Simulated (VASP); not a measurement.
## Si in VASP 6.6.1, relaxation

INCAR

```
NELM = 120
LCHARG = .FALSE.
ISIF = 3
LREAL = .FALSE.
EDIFF = 1E-7
PREC = High
NSW = 40
ISMEAR = -1
EDIFFG = -5E-3
NBANDS = 11
LWAVE = .FALSE.
ENCUT = 600
GGA = CA
LASPH = .TRUE.
IBRION = 1
SIGMA = 0.02
```

KPOINTS

```
KPOINTS created by Atomic Simulation Environment
0
Gamma
8 8 8
0 0 0
```

POSCAR

```
Si
 1.0000000000000000
     0.0000000000000000    2.7351466448759321    2.7351466448759321
     2.7351466448759316    0.0000000000000000    2.7351466448759321
     2.7351466448759316    2.7351466448759321    0.0000000000000000
 Si
   2
Cartesian
 -0.0000000000000000  0.0000000000000000 -0.0000000000000000
  1.3675733224379658  1.3675733224379660  1.3675733224379660
```

The recommended LDA PAW datasets give the neutral cell 8 valence electrons.

Command

```
mpirun -np 1 vasp_std
```

OSZICAR

```
N       E                     dE             d eps       ncg     rms          rms(c)
DAV:   1     0.767468640644E+01    0.76747E+01   -0.34598E+03   638   0.630E+02
DAV:   2    -0.114588213635E+02   -0.19134E+02   -0.18108E+02   794   0.905E+01
DAV:   3    -0.121416389025E+02   -0.68282E+00   -0.68064E+00   821   0.144E+01
DAV:   4    -0.121476804606E+02   -0.60416E-02   -0.60404E-02   762   0.168E+00
DAV:   5    -0.121477439590E+02   -0.63498E-04   -0.63497E-04   806   0.165E-01    0.486E+00
DAV:   6    -0.119784539118E+02    0.16929E+00   -0.94203E-02   735   0.121E+00    0.290E+00
DAV:   7    -0.118997278572E+02    0.78726E-01   -0.17168E-01   742   0.169E+00    0.202E-01
DAV:   8    -0.118999458151E+02   -0.21796E-03   -0.72693E-03   722   0.465E-01    0.781E-02
DAV:   9    -0.118999273383E+02    0.18477E-04   -0.18962E-04   819   0.756E-02    0.607E-02
DAV:  10    -0.118999325477E+02   -0.52094E-05   -0.14449E-05   739   0.223E-02    0.226E-02
...
DAV:   4    -0.119158324630E+02    0.25766E-05   -0.55800E-05   716   0.460E-02    0.434E-02
DAV:   5    -0.119158258024E+02    0.66606E-05   -0.24301E-06   725   0.936E-03    0.445E-03
DAV:   6    -0.119158257667E+02    0.35758E-07   -0.16902E-07   599   0.233E-03
   3 F= -.11915826E+02 E0= -.11915826E+02  d E =-.745226E-02
       N       E                     dE             d eps       ncg     rms          rms(c)
DAV:   1    -0.119158400644E+02   -0.14262E-04   -0.15431E-04   686   0.544E-02    0.112E-02
DAV:   2    -0.119158368357E+02    0.32287E-05   -0.40976E-06   712   0.106E-02    0.764E-03
DAV:   3    -0.119158352780E+02    0.15577E-05   -0.32870E-06   683   0.715E-03    0.161E-03
DAV:   4    -0.119158352743E+02    0.36883E-08   -0.57935E-08   396   0.154E-03
   4 F= -.11915835E+02 E0= -.11915835E+02  d E =-.950765E-05
```

Standard output (part)

```
POSCAR found type information on POSCAR Si
 POSCAR found :  1 types and       2 ions
 LDA part: xc-table for (Slater(with rela. corr.)+CA(PZ))
 , standard interpolation
 POSCAR, INCAR and KPOINTS ok, starting setup
 WAVECAR not read
 entering main loop
 BRION: g(F)=  0.951E-46 g(S)=  0.518E-01
 bond charge predicted
 BRION: g(F)=  0.105E-45 g(S)=  0.267E-01 retain N=  1 mean eig= 0.59
 eig:   0.587
 bond charge predicted
 BRION: g(F)=  0.429E-46 g(S)=  0.321E-04 retain N=  1 mean eig= 0.57
 eig:   0.567
 bond charge predicted
 BRION: g(F)=  0.279E-45 g(S)=  0.451E-07 retain N=  1 mean eig= 0.59
 eig:   0.589
 reached required accuracy - stopping structural energy minimisation
```

From OUTCAR

```
k-points           NKPTS =     29   k-points in BZ     NKDIM =     29   number of bands    NBANDS=     11

   NELECT =       8.0000    total number of electrons

   dimension x,y,z NGX =    32 NGY =   32 NGZ =   32
   dimension x,y,z NGXF=    32 NGYF=   32 NGZF=   32

  energy-cutoff  :      600.00
  volume of cell :       39.44
      direct lattice vectors                 reciprocal lattice vectors
     0.000000000  2.701597366  2.701597366    -0.185075691  0.185075691  0.185075691
     2.701597366 -0.000000000  2.701597366     0.185075691 -0.185075691  0.185075691
     2.701597366  2.701597366  0.000000000     0.185075691  0.185075691 -0.185075691

 k-points in reciprocal lattice and weights: KPOINTS created by Atomic Simulation Env
   0.00000000  0.00000000  0.00000000       0.002
   0.12500000  0.00000000  0.00000000       0.016
   0.25000000  0.00000000  0.00000000       0.016
   0.37500000  0.00000000  0.00000000       0.016
   0.50000000  0.00000000  0.00000000       0.008
   0.12500000  0.12500000  0.00000000       0.012
   0.25000000  0.12500000  0.00000000       0.047
   0.37500000  0.12500000  0.00000000       0.047
   ...

 E-fermi :   6.1659

 k-point     1 :       0.0000    0.0000    0.0000
  band No.  band energies     occupation
      1      -6.1344      2.00000
      2       5.9277      1.99999
      3       5.9277      1.99999
      4       5.9277      1.99999
      5       8.4576      0.00000
      6       8.4576      0.00000
      7       8.4576      0.00000
      8       9.3120      0.00000
      9      13.6626      0.00000
     10      13.6626      0.00000
     11      13.6691      0.00000

 k-point     2 :       0.1250    0.0000    0.0000
  band No.  band energies     occupation
      1      -5.9275      2.00000
      2       4.3107      2.00000
      3       5.6338      2.00000
      4       5.6338      2.00000
      5       8.3937      0.00000
      6       8.8879      0.00000
      7       8.8879      0.00000
      8      10.6449      0.00000
      9      13.1518      0.00000
     10      13.1518      0.00000
     11      14.4828      0.00000

 k-point     3 :       0.2500    0.0000    0.0000
  band No.  band energies     occupation
      1      -5.3233      2.00000
      2       1.9569      2.00000
      3       5.1589      2.00000
      4       5.1589      2.00000
      5       7.9088      0.00000
      6       9.4023      0.00000
      7       9.4023      0.00000
      8      12.8170      0.00000
      9      13.0962      0.00000
     10      13.0962      0.00000
     11      14.7541      0.00000

 k-point     4 :       0.3750    0.0000    0.0000
  band No.  band energies     occupation
      1      -4.4134      2.00000
      2      -0.0902      2.00000
      3       4.8310      2.00000
      4       4.8310      2.00000
      5       7.5403      0.00000
      6       9.3304      0.00000
      7       9.3304      0.00000
      8      13.6388      0.00000
      9      14.4981      0.00000
     10      14.4981      0.00000
     11      15.5511      0.00000

 k-point     5 :       0.5000    0.0000    0.0000
  band No.  band energies     occupation
      1      -3.7571      2.00000
      2      -1.1347      2.00000
      3       4.7192      2.00000
      4       4.7192      2.00000
      5       7.4113      0.00000
      6       9.2124      0.00000
      7       9.2124      0.00000
      8      13.4637      0.00000
      9      16.4841      0.00000
     10      16.4841      0.00000
     11      17.1962      0.00000

 ...

  Total       -0.0007897     -0.0007897     -0.0007897      0.0000000     -0.0000000     -0.0000000
  in kB       -0.0320828     -0.0320828     -0.0320828      0.0000000     -0.0000000     -0.0000000
  external PRESSURE =      -0.0320828 kB  Pullay stress =       0.0000000 kB

 POSITION                                       TOTAL-FORCE (eV/Angst)
 -----------------------------------------------------------------------------------
      0.00000     -0.00000     -0.00000        -0.000000      0.000000     -0.000000
      1.35080      1.35080      1.35080         0.000000     -0.000000      0.000000
 -----------------------------------------------------------------------------------
    total drift:                                0.000000      0.000000      0.000000

  FREE ENERGIE OF THE ION-ELECTRON SYSTEM (eV)
  ---------------------------------------------------
  free  energy   TOTEN  =       -11.9158352743 eV

  energy  without entropy=      -11.9158352324  energy(sigma->0) =      -11.91583525
```

```
ionic step  ΔE (meV/atom)  volume (Å³)  largest force (eV/Å)  pressure (GPa)  electronic steps
         1            0.0        40.92                 0.000           -3.31                12
         2           -4.2        38.47                 0.000            2.53                 7
         3           -7.9        39.47                 0.000           -0.09                 6
         4           -8.0        39.44                 0.000            0.00                 4
```

It converged. Results: relaxed cell vector lengths 3.821, 3.821, 3.821 Å; relaxed cell volume 39.44 Å³.

For comparison, a separate LDA relaxation on usual settings, not on those above, ends at 39.44 Å³.

The run above took about 9 s on one core of a shared host (Intel Xeon 6975P-C) and held 0.12 GiB at most.
